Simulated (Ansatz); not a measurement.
**CoO in Ansatz: the effect of starting spin order**

The system is CoO.

```
CELL_PARAMETERS angstrom
-1.50800 1.50800 2.10725
1.50800 -1.50800 2.10725
1.50800 1.50800 -2.10725
ATOMIC_POSITIONS crystal
Co 0.00000 0.00000 0.00000
O 0.50000 0.50000 0.00000
```

Alike in all runs:

| Property | Result |
| --- | --- |
| Program | Ansatz 0.2.0 |
| Task | single point |
| Functional | PBEsol |
| Potentials or basis | Ansatz PAW |
| Cutoff | 420 eV (not typed: the program's choice for these potentials) |
| k mesh | 12 × 12 × 12 |
| Occupations | fermi-dirac, width 0.05 eV |

```tsv
starting spin order	spin	starting moments	energy over the lowest run (meV/atom)	final net moment (μB)	final largest site moment (μB)
spin off	no spin polarisation	-	?	?	?
fm	collinear spin, ferromagnetic start	[2.0, 0.0] μB	0.0	2.94	2.48
random	collinear spin, random start	[1.71, 0.0] μB	0.0	2.94	2.48
ferromagnetic start, larger moments	collinear spin, ferromagnetic start	[3.5, 0.0] μB	0.0	2.94	2.48
```

Problem. What does the run with starting spin order spin off give?

Solution. Energy over the lowest run 242.4 meV/atom; final net moment 0.00 μB; final largest site moment 0.00 μB.

Caveats: a cell with one magnetic atom can't hold antiferromagnetic order, which such compounds often take (some runs); an odd number of electrons without spin polarisation forces a metal (some runs); a magnetic or distorted state may lie lower (some runs).
